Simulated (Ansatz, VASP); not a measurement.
## One calculation of Fe, two programs

INCAR

```
PREC = Accurate
ENCUT = 520
EDIFF = 1E-7
ISMEAR = -1
SIGMA = 0.1
LREAL = False
LASPH = True
NELM = 100
ALGO = Normal
ISIF = 2
LWAVE = False
LCHARG = False
GGA = PE
NBANDS = 24
```

KPOINTS

```
Automatic mesh
0
Gamma
  17 17 5
```

The input POSCAR:

```
Fe
1.0
    2.3838398909      0.0000000000      0.0000000000
   -1.1919199455      2.0644659040      0.0000000000
    0.0000000000      0.0000000000      7.6731334463
Fe
4
Direct
    1.0000000000      1.0000000000      0.0000000000
    0.0000000000      0.0000000000      0.5000000000
    0.3333333333      0.6666666667      0.2500000000
    0.6666666667      0.3333333333      0.7500000000
```

Input for Ansatz:

```yaml
crystal:
  lattice:
    - [2.3838398909, 0.0, 0.0]
    - [-1.1919199455, 2.064465904, 0.0]
    - [0.0, 0.0, 7.6731334463]
  atoms:
    - { symbol: Fe, position: [1.0, 1.0, 0.0] }
    - { symbol: Fe, position: [0.0, 0.0, 0.5] }
    - { symbol: Fe, position: [0.3333333333, 0.6666666667, 0.25] }
    - { symbol: Fe, position: [0.6666666667, 0.3333333333, 0.75] }
hamiltonian:
  xc: pbe
  pseudopotentials:
    kind: paw
    azcp:
      Fe: "pseudopotentials/Fe.paw.azcp"
basis:
  ecutwfc: 420
  fft_grid_basis: typed
kpoints:
  mp_grid: { grid: [17, 17, 5], shift: [0, 0, 0] }
magnetization:
  spin_polarized: false
scf:
  occupations: { method: fermi_dirac, width: 0.1 }
  lower_state_search: "off"
output:
  stress: true
```

Alike in both runs: task single point; functional PBE; k mesh 17 × 17 × 5; occupations fermi-dirac, width 0.1 eV; no spin polarisation.

|  | VASP | Ansatz |
| --- | --- | --- |
| version | VASP 6.6.1 | Ansatz 0.2.0 |
| potentials or method | VASP PAW PBE potentials, release 64 (Fe) | plane waves (420 eV) with PAW, scalar-relativistic |
| plane-wave cutoff (eV) | 520 | 420 |
| valence electrons in the cell | 32 | 64 |

VASP gave:

- pressure (GPa): 27.8
- largest component of the traceless stress (GPa): 0.23

What did Ansatz give for the same quantities?

Pressure (GPa): 28.8; largest component of the traceless stress (GPa): 0.31.

The two sets of potentials don't hold the same shells in valence.

Caveats: so large a pressure means that the cell lies far from this level's equilibrium, or that cutoff or potentials fall short (VASP); the run has no spin polarisation, though such a crystal can be magnetic. Spin polarisation is off, so any magnetic state and its effect on volume and gap are missing.
